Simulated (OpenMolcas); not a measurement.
A ladder of methods for C5H8O2 (methyl methacrylate)

The species is C5H8O2 (15 atoms), meant as a singlet with charge 0. As SMILES, `C=C(C)C(=O)OC`. The coordinates come from a PBE0-D4/def2-TZVP relaxation. This is one conformer, not always the lowest.

```xyz
15

C    -2.1155    0.7661    0.4912
C    -0.9803    0.0741    0.4729
C    -0.7039   -1.1020    1.3514
C     0.0660    0.5189   -0.4919
O    -0.0314    1.4463   -1.2528
O     1.1614   -0.2515   -0.4164
C     2.2122    0.1049   -1.3058
H    -2.9231    0.5038    1.1647
H    -2.2510    1.6101   -0.1739
H    -0.4923   -1.9953    0.7590
H     0.1747   -0.9285    1.9774
H    -1.5584   -1.3054    1.9973
H     1.8767    0.0400   -2.3418
H     3.0147   -0.6054   -1.1194
H     2.5502    1.1239   -1.1119
```

Each level gives the dipole moment (D). The values are calculated.

```
                             level           kind     program  value (D)
   HF/6-31G* (spherical functions)   Hartree–Fock  OpenMolcas       1.82
SVWN5/6-31G* (spherical functions)            LDA  OpenMolcas       1.85
 BLYP/6-31G* (spherical functions)            GGA  OpenMolcas       1.78
  PBE/6-31G* (spherical functions)            GGA  OpenMolcas       1.79
M06-L/6-31G* (spherical functions)       meta-GGA  OpenMolcas       1.83
B3LYP/6-31G* (spherical functions)  global hybrid  OpenMolcas       1.78
```

The values span 1.78 to 1.85 D. Magnitudes only.
